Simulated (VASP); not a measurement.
# PbS (Galena) (Fm-3m) in VASP: notebook

The runs below take PbS (Galena) through single point, with PBEsol, PBE.

Everything below comes from runs of VASP 6.6.1. Logs are shortened: lines on timing, memory, paths and dates and some standing lists are left out, and cuts for length are marked.

### 1 Starting point

The structure is cubic, space group Fm-3m (No. 225). The conventional cell has a = 5.931 Å, b = 5.931 Å, c = 5.931 Å, α = 90.00°, β = 90.00°, γ = 90.00°. Pb (site symmetry m-3m) is surrounded by 6 S at 2.97 Å. Around S (site symmetry m-3m) lie 6 Pb at 2.97 Å.

### 2 Single point, PBEsol

Contents of INCAR:

```
SYSTEM = PbS
  PREC = Accurate
  ENCUT = 500
  EDIFF = 1E-5
  ISMEAR = 0
  SIGMA = 0.05
  LREAL = .False.
  LASPH = .True.
  NELM = 100
  ALGO = Normal
  ISIF = 2
  LWAVE = .False.
  LCHARG = .False.
  GGA = PS
  ADDGRID = .False.
```

Contents of KPOINTS:

```
Automatic mesh
0
Gamma
  10 10 10
  0 0 0
```

Contents of POSCAR:

```
PbS
1.0
    0.0000000000      2.9657500000      2.9657500000
    2.9657500000      0.0000000000      2.9657500000
    2.9657500000      2.9657500000      0.0000000000
Pb S
1 1
Direct
    0.0000000000      0.0000000000      0.0000000000
    0.5000000000      0.5000000000      0.5000000000
```

Potentials or basis: VASP PAW PBE potentials, release 64 (Pb_d, S).

Started as:

```bash
$ cat potpaw_PBE.64/Pb_d/POTCAR potpaw_PBE.64/S/POTCAR > POTCAR
$ mpirun -np 1 vasp_std > vasp.out
```

OUTCAR:

```text
SYSTEM = PbS
   PREC = Accurate
   ENCUT = 500
   EDIFF = 1E-5
   ISMEAR = 0
   LREAL = .False.
   LASPH = .True.
   NELM = 100
   ISIF = 2
   GGA = PS

 Found     47 irreducible k-points:

 Following reciprocal coordinates:
            Coordinates               Weight
  0.000000  0.000000  0.000000      1.000000
  0.100000  0.000000  0.000000      8.000000
  0.200000  0.000000  0.000000      8.000000
  0.300000  0.000000  0.000000      8.000000
  0.400000  0.000000  0.000000      8.000000
  0.500000  0.000000  0.000000      4.000000
   k-points           NKPTS =     47   k-points in BZ     NKDIM =     47   number of bands    NBANDS=     14
   number of dos      NEDOS =    301   number of ions     NIONS =      2
   total plane-waves  NPLWV =  32768
   dimension x,y,z NGX =    32 NGY =   32 NGZ =   32
   dimension x,y,z NGXF=    64 NGYF=   64 NGZF=   64
   ions per type =               1   1
   NGX,Y,Z   is equivalent  to a cutoff of  12.68, 12.68, 12.68 a.u.
   NGXF,Y,Z  is equivalent  to a cutoff of  25.37, 25.37, 25.37 a.u.
 SYSTEM =  PbS
   PREC   = accura    normal or accurate (medium, high low for compatibility)
   ISTART =      0    job   : 0-new  1-cont  2-samecut
   ICHARG =      2    charge: 1-file 2-atom 10-const
   ISPIN  =      1    spin polarized calculation?
   LNONCOLLINEAR =      F non collinear calculations
   LSORBIT =      F    spin-orbit coupling
   LASPH  =      T    aspherical Exc in radial PAW
   ENCUT  =  500.0 eV  36.75 Ry    6.06 a.u.   7.65  7.65  7.65*2*pi/ulx,y,z
   NELM   =    100;   NELMIN=  2; NELMDL= -5     # of ELM steps
   EDIFF  = 0.1E-04   stopping-criterion for ELM
   LREAL  =      F    real-space projection
   EDIFFG = 0.1E-03   stopping-criterion for IOM
   NSW    =      0    number of steps for IOM
   IBRION =     -1    ionic relax: 0-MD 1-quasi-New 2-CG
   NFREE  =      0    steps in history (QN), initial steepest desc. (CG)
   ISIF   =      2    stress and relaxation
   ISYM   =      2    0-nonsym 1-usesym 2-fastsym
   POTIM  = 0.5000    time-step for ionic-motion
   TEBEG  =    0.0;   TEEND  =   0.0 temperature during run
   PSTRESS=    0.0 pullay stress
   NELECT =      20.0000    total number of electrons
   NUPDOWN=      -1.0000    fix difference up-down
   EMIN   =  10.00;   EMAX   =-10.00  energy-range for DOS
   EFERMI =   0.00;   METHOD = LEGACY
   ISMEAR =     0;   SIGMA  =   0.05  broadening in eV -4-tet -1-fermi 0-gaus
   EFERMI_NEDOS =   21; number of points for ismear=-14 and -15
   IALGO  =     38    algorithm
   IMIX   =      4    mixing-type and parameters
     AMIX     =   0.40;   BMIX     =  1.00
     AMIX_MAG =   1.60;   BMIX_MAG =  1.00
  volume/ion in A,a.u.               =      26.09       176.04
  Fermi-wavevector in a.u.,A,eV,Ry     =   1.189251  2.247359 19.242973  1.414319
  Thomas-Fermi vector in A             =   2.325363
   LORBIT       =      0    0 simple, 1 ext, 2 COOP (PROOUT), +10 PAW based schemes
   GGA     = PS    functional components
   LHFCALC =     F    Hartree Fock is set to
   AEXX    =    0.0000 exact exchange contribution
   IVDW    =     0    specifies the selected vdW correction
   LEPSILON=     F    determine dielectric tensor
   LRPA    =     F    only Hartree local field effects (RPA)
 non-spin polarized calculation
 Gauss-broadening in eV      SIGMA  =   0.05
  energy-cutoff  :      500.00
  volume of cell :       52.17
 maximum number of plane-waves:      1363
   NGX = 15   NGY = 15   NGZ = 15

 number of electron      19.9999998 magnetization

 Free energy of the ion-electron system (eV)
  ---------------------------------------------------
  ext. energy  EPLUGINS =         0.00000000
  ---------------------------------------------------
  free energy    TOTEN  =        -9.45488380 eV

  energy without entropy =       -9.45488344  energy(sigma->0) =       -9.45488362

 E-fermi :   5.8153     XC(G=0):  -9.8874

 val. band max:        5.6883175365   @ k =   0.5000   0.0000   0.0000
 cond. band min:       5.9422685110   @ k =   0.5000   0.0000   0.0000
 fundamental gap:      0.2539509745
 Fermi energy:         5.8152928651

 k-point     1 :       0.0000    0.0000    0.0000
  band No.  band energies     occupation
      1     -11.0561      2.00000
      2     -11.0561      2.00000
      3     -11.0561      2.00000
      4     -11.0428      2.00000
      5     -11.0428      2.00000
      6      -7.9147      2.00000
      7      -0.3700      2.00000
      8       3.5185      2.00000
      9       3.5185      2.00000
     10       3.5185      2.00000
     11      10.8480      0.00000
     12      10.8480      0.00000
     13      10.8480      0.00000
     14      12.3324      0.00000

 k-point     2 :       0.1000    0.0000    0.0000
  band No.  band energies     occupation
      1     -11.0556      2.00000
      2     -11.0539      2.00000
      3     -11.0539      2.00000
      4     -11.0435      2.00000
      5     -11.0435      2.00000
      6      -7.8278      2.00000
      7      -0.6720      2.00000
      8       3.5454      2.00000
      9       3.5454      2.00000
     10       3.7446      2.00000
     11       9.9447      0.00000
     12      10.2973      0.00000
     13      10.2973      0.00000
     14      12.2783      0.00000

 k-point     3 :       0.2000    0.0000    0.0000
  band No.  band energies     occupation
      1     -11.0573      2.00000
      2     -11.0573      2.00000
      3     -11.0546      2.00000
      4     -11.0362      2.00000
      5     -11.0362      2.00000
      6      -7.5781      2.00000
      7      -1.3860      2.00000
      8       3.6241      2.00000
      9       3.6241      2.00000
     10       4.2395      2.00000
     11       8.5793      0.00000
     12       9.3176      0.00000
     13       9.3176      0.00000
     14      12.2662      0.00000

 k-point     4 :       0.3000    0.0000    0.0000
  band No.  band energies     occupation
      1     -11.0662      2.00000
      2     -11.0662      2.00000
      3     -11.0537      2.00000
      4     -11.0225      2.00000
      5     -11.0225      2.00000
      6      -7.2082      2.00000
      7      -2.2165      2.00000
      8       3.7424      2.00000
      9       3.7424      2.00000
     10       4.7671      2.00000
     11       7.4084      0.00000
     12       8.4254      0.00000
     13       8.4254      0.00000
     14      12.6729      0.00000

 k-point     5 :       0.4000    0.0000    0.0000
  band No.  band energies     occupation
      1     -11.0737      2.00000
      2     -11.0737      2.00000
      3     -11.0533      2.00000
      4     -11.0109      2.00000
      5     -11.0109      2.00000
      6      -6.8256      2.00000
      7      -2.9175      2.00000
      8       3.8616      2.00000
      9       3.8616      2.00000
     10       5.2627      2.00000
     11       6.5083      0.00000
     12       7.8070      0.00000
     13       7.8070      0.00000
     14      13.4997      0.00000

 k-point     6 :       0.5000    0.0000    0.0000
  band No.  band energies     occupation
      1     -11.0766      2.00000
      2     -11.0766      2.00000
      3     -11.0533      2.00000
      4     -11.0065      2.00000
      5     -11.0065      2.00000
      6      -6.6454      2.00000
      7      -3.2103      2.00000
      8       3.9148      2.00000
      9       3.9148      2.00000
     10       5.6883      1.99967
     11       5.9423      0.00033
     12       7.5825      0.00000
     13       7.5825      0.00000
     14      14.1792      0.00000

 [... further k-points ...]
[... 5 lines left out ...]
  --------------------------------------------------------------------------------------
  -------------------------------------------------------------------------------------
  Total       -0.2804743     -0.2804743     -0.2804743     -0.0000000     -0.0000000      0.0000000
  in kB       -8.6133101     -8.6133101     -8.6133101     -0.0000000     -0.0000000      0.0000000
  external PRESSURE =      -8.6133101 kB  Pullay stress =       0.0000000 kB

 VOLUME and BASIS-vectors are now :
 -----------------------------------------------------------------------------
  energy-cutoff  :      500.00
  volume of cell :       52.17
      direct lattice vectors                 reciprocal lattice vectors
     0.000000000  2.965750000  2.965750000    -0.168591419  0.168591419  0.168591419
     2.965750000  0.000000000  2.965750000     0.168591419 -0.168591419  0.168591419
     2.965750000  2.965750000  0.000000000     0.168591419  0.168591419 -0.168591419

 POSITION                                       TOTAL-FORCE (eV/Angst)
 -----------------------------------------------------------------------------------
      0.00000      0.00000      0.00000         0.000000     -0.000000     -0.000000
      2.96575      2.96575      2.96575        -0.000000      0.000000      0.000000
 -----------------------------------------------------------------------------------
    total drift:                                0.000000     -0.000000     -0.000000

  FREE ENERGIE OF THE ION-ELECTRON SYSTEM (eV)
  ---------------------------------------------------
  free  energy   TOTEN  =        -9.4548838019 eV

  energy  without entropy=       -9.4548834449  energy(sigma->0) =       -9.45488362
```

Run time: 9 s. Hardware: 1 thread of Intel Xeon 6975P-C (Granite Rapids), shared host; peak memory 0.19 GiB.

These settings aren't checked as converged: the numbers below hold their error.

What came out:

* Free energy: -9.4549 eV
* Pressure: -0.9 GPa
* Band gap on the k mesh: 0.25 eV, direct

Caveat: the PAW data sets were made with another functional, which shifts forces and pressure a little; spin-orbit coupling is left out, which as a rule narrows the gap of such compounds by several tenths of an eV.

### 3 Single point, PBE

Contents of INCAR:

```
SYSTEM = PbS
PREC = Accurate ; ENCUT = 520
EDIFF = 1E-6 ; ISMEAR = 0
SIGMA = 0.1 ; LREAL = .False.
LASPH = .True. ; NELM = 60
ALGO = Normal ; ISIF = 2
LWAVE = .False. ; LCHARG = .False.
GGA = PE
```

Contents of KPOINTS:

```
regular mesh
0
Gamma
  8 8 8
  0 0 0
```

POSCAR is that of step 2.

Potentials or basis: VASP PAW PBE potentials, release 64 (Pb_d, S).

Started as:

```bash
$ cat potpaw_PBE.64/Pb_d/POTCAR potpaw_PBE.64/S/POTCAR > POTCAR
$ mpirun -np 1 vasp_std > vasp.out
```

It took 9.5 s on 1 thread of Intel Xeon Platinum 8559C (Emerald Rapids), shared host; peak memory 0.18 GiB.

It converged, with:

- Free energy: -8.7560 eV
- Pressure: 2.1 GPa
- Band gap on the k mesh: 0.36 eV, direct

Levels at points of the mesh, in eV from the valence-band top:
| k point | band 7 | band 8 | band 9 | band 10 | band 11 | band 12 | band 13 | band 14 |
| --- | --- | --- | --- | --- | --- | --- | --- | --- |
| (0.00, 0.00, 0.00) | -6.04 | -2.17 | -2.17 | -2.17 | 5.21 | 5.21 | 5.21 | 6.73 |
| (0.50, 0.00, 0.00) | -8.85 | -1.78 | -1.78 | 0.00 | 0.36 | 1.96 | 1.96 | 8.66 |
| (0.50, 0.50, 0.00) | -7.20 | -5.20 | -3.44 | -3.44 | 3.86 | 5.58 | 5.68 | 5.68 |

Caveat: spin-orbit coupling is left out, which as a rule narrows the gap of such compounds by several tenths of an eV. A k mesh can miss the band edges.

### 4 Single point, PBE

Contents of run.py:

```python
from ase.calculators.vasp import Vasp
from ase.dft.bandgap import bandgap
from ase.io import read

atoms = read('PbS.xyz')
calc = Vasp(
    directory='calc',
    xc='pbe',
    pp='PBE',
    setups='materialsproject',
    prec='Accurate',
    encut=520,
    ediff=1e-06,
    ismear=0,
    sigma=0.1,
    lreal=False,
    lasph=True,
    nelm=100,
    algo='Normal',
    isif=2,
    lwave=False,
    lcharg=False,
    kpts=[8, 8, 8],
    gamma=True,
    nbands=17,
)
atoms.calc = calc

print('energy (eV):', atoms.get_potential_energy())
print('free energy (eV):', atoms.get_potential_energy(force_consistent=True))
print('forces (eV/A):')
print(atoms.get_forces())
print('stress (eV/A^3, Voigt):', atoms.get_stress())
print('Fermi level (eV):', calc.get_fermi_level())
gap, top, bottom = bandgap(calc)
print('band gap (eV):', gap, 'from (spin, k, band)', top, 'to', bottom)
```

Contents of PbS.xyz:

```xyz
2
Lattice="0.0000000000 2.9657500000 2.9657500000 2.9657500000 0.0000000000 2.9657500000 2.9657500000 2.9657500000 0.0000000000" Properties=species:S:1:pos:R:3 pbc="T T T"
Pb     0.0000000000      0.0000000000      0.0000000000
S      2.9657500000      2.9657500000      2.9657500000
```

Potentials or basis: VASP PAW PBE potentials, release 64 (Pb_d, S).

Started as:

```bash
$ python run.py
```

Standard output:

```text
energy (eV): -8.75603346
free energy (eV): -8.75604945
forces (eV/A):
[[-0.  0. -0.]
 [ 0. -0.  0.]]
stress (eV/A^3, Voigt): [-0.01336653 -0.01336653 -0.01336653 -0.         -0.         -0.        ]
Fermi level (eV): 6.00502714
band gap (eV): 0.3642000000000003 from (spin, k, band) (0, np.int64(4), np.int64(9)) to (0, np.int64(4), np.int64(10))
```

OUTCAR:

```text
ENCUT = 520.000000
   EDIFF = 1.00e-06
   GGA = PE
   PREC = Accurate
   ISIF = 2
   ISMEAR = 0
   NELM = 100
   LASPH = .TRUE.
   LREAL = .FALSE.

 ion  position               nearest neighbor table
   1  0.000  0.000  0.000-   2 2.97   2 2.97   2 2.97   2 2.97   2 2.97   2 2.97
   2  0.500  0.500  0.500-   1 2.97   1 2.97   1 2.97   1 2.97   1 2.97   1 2.97

  LATTYP: Found a face centered cubic cell.
[... 781 lines left out ...]
  in kB       21.4155398     21.4155398     21.4155398      0.0000000     -0.0000000      0.0000000
  external PRESSURE =      21.4155398 kB  Pullay stress =       0.0000000 kB

 VOLUME and BASIS-vectors are now :
 -----------------------------------------------------------------------------
  energy-cutoff  :      520.00
  volume of cell :       52.17
      direct lattice vectors                 reciprocal lattice vectors
     0.000000000  2.965750000  2.965750000    -0.168591419  0.168591419  0.168591419
     2.965750000  0.000000000  2.965750000     0.168591419 -0.168591419  0.168591419
     2.965750000  2.965750000  0.000000000     0.168591419  0.168591419 -0.168591419

 POSITION                                       TOTAL-FORCE (eV/Angst)
 -----------------------------------------------------------------------------------
      0.00000      0.00000      0.00000        -0.000000      0.000000     -0.000000
      2.96575      2.96575      2.96575         0.000000     -0.000000      0.000000
 -----------------------------------------------------------------------------------
    total drift:                                0.000000     -0.000000     -0.000000

  FREE ENERGIE OF THE ION-ELECTRON SYSTEM (eV)
  ---------------------------------------------------
  free  energy   TOTEN  =        -8.7560494524 eV

  energy  without entropy=       -8.7560174732  energy(sigma->0) =       -8.75603346
```

INCAR:

```text
ENCUT = 520.000000
SIGMA = 0.100000
EDIFF = 1.00e-06
ALGO = Normal
GGA = PE
PREC = Accurate
ISIF = 2
ISMEAR = 0
NBANDS = 17
NELM = 100
LASPH = .TRUE.
LCHARG = .FALSE.
LWAVE = .FALSE.
LREAL = .FALSE.
```

Run time: 15 s. Hardware: 1 thread of Intel Xeon Platinum 8559C (Emerald Rapids), shared host; peak memory 0.18 GiB.

Results:

```
Free energy            : -8.7560 eV
Pressure               : 2.1 GPa
Band gap on the k mesh : 0.36 eV, direct
```

Caveat: spin-orbit coupling is left out, which as a rule narrows the gap of such compounds by several tenths of an eV. A k mesh can miss the band edges.

### 5 Single point, PBE

Contents of INCAR:

```
ALGO     = Normal         # electronic algorithm
EDIFF    = 1E-6           # SCF threshold, eV
ENCUT    = 520            # plane-wave cutoff, eV
GGA      = PE             # functional
ISIF     = 2              # what is computed and relaxed
ISMEAR   = 0              # smearing method
LASPH    = True           # aspherical terms in the spheres
LCHARG   = False          # write CHGCAR
LREAL    = False          # projectors in reciprocal space
LWAVE    = False          # write WAVECAR
NBANDS   = 17             # bands
NELM     = 100            # most SCF steps
PREC     = Accurate       # precision mode
SIGMA    = 0.03           # smearing width, eV
```

Contents of KPOINTS:

```
k-points
0
Gamma
  8 8 8
```

POSCAR is that of step 3.

Started as:

```bash
$ cat potpaw_PBE.64/Pb_d/POTCAR potpaw_PBE.64/S/POTCAR > POTCAR
$ mpirun -np 1 vasp_std > vasp.out
```

It took 13 s on 1 thread of Intel Xeon Platinum 8488C (Sapphire Rapids), shared host; peak memory 0.18 GiB.

The run converged. Its results:

- Free energy: -8.7560 eV
- Pressure: 2.1 GPa
- Band gap on the k mesh: 0.36 eV, direct

Levels at points of the mesh, in eV from the valence-band top:
```
           k point  band 8  band 9  band 10  band 11  band 12  band 13
(0.00, 0.00, 0.00)   -2.17   -2.17    -2.17     5.21     5.21     5.21
(0.50, 0.00, 0.00)   -1.78   -1.78     0.00     0.36     1.96     1.96
(0.50, 0.50, 0.00)   -5.20   -3.44    -3.44     3.86     5.58     5.68
```

Caveat: spin-orbit coupling is left out, which as a rule narrows the gap of such compounds by several tenths of an eV. A k mesh can miss the band edges.

### 6 Single point, PBE

Contents of INCAR:

```
SYSTEM = PbS
ALGO = Normal
EDIFF = 1E-7
ENCUT = 520
GGA = PE
ISIF = 2
ISMEAR = 0
LASPH = .TRUE.
LCHARG = .FALSE.
LREAL = .FALSE.
LWAVE = .FALSE.
NBANDS = 17
NELM = 60
PREC = Accurate
SIGMA = 0.03
```

Contents of KPOINTS:

```
k-points
0
G
  8 8 8
  0 0 0
```

POSCAR is that of step 5.

Potentials or basis: VASP PAW PBE potentials, release 64 (Pb_d, S).

Started as:

```bash
$ cat potpaw_PBE.64/Pb_d/POTCAR potpaw_PBE.64/S/POTCAR > POTCAR
$ mpirun -np 1 vasp_std > vasp.out
```

Wall time 14 s (1 thread of Intel Xeon Platinum 8488C (Sapphire Rapids), shared host); peak memory 0.18 GiB.

The run converged. Its results:

* Free energy: -8.7560 eV
* Pressure: 2.2 GPa
* Band gap on the k mesh: 0.36 eV, direct

Levels at points of the mesh, in eV from the valence-band top:
| k point | band 7 | band 8 | band 9 | band 10 | band 11 | band 12 | band 13 | band 14 |
| --- | --- | --- | --- | --- | --- | --- | --- | --- |
| (0.00, 0.00, 0.00) | -6.04 | -2.17 | -2.17 | -2.17 | 5.21 | 5.21 | 5.21 | 6.73 |
| (0.50, 0.00, 0.00) | -8.85 | -1.78 | -1.78 | 0.00 | 0.36 | 1.96 | 1.96 | 8.66 |
| (0.50, 0.50, 0.00) | -7.20 | -5.20 | -3.44 | -3.44 | 3.86 | 5.58 | 5.68 | 5.68 |

Caveat: spin-orbit coupling is left out, which as a rule narrows the gap of such compounds by several tenths of an eV. A k mesh can miss the band edges.
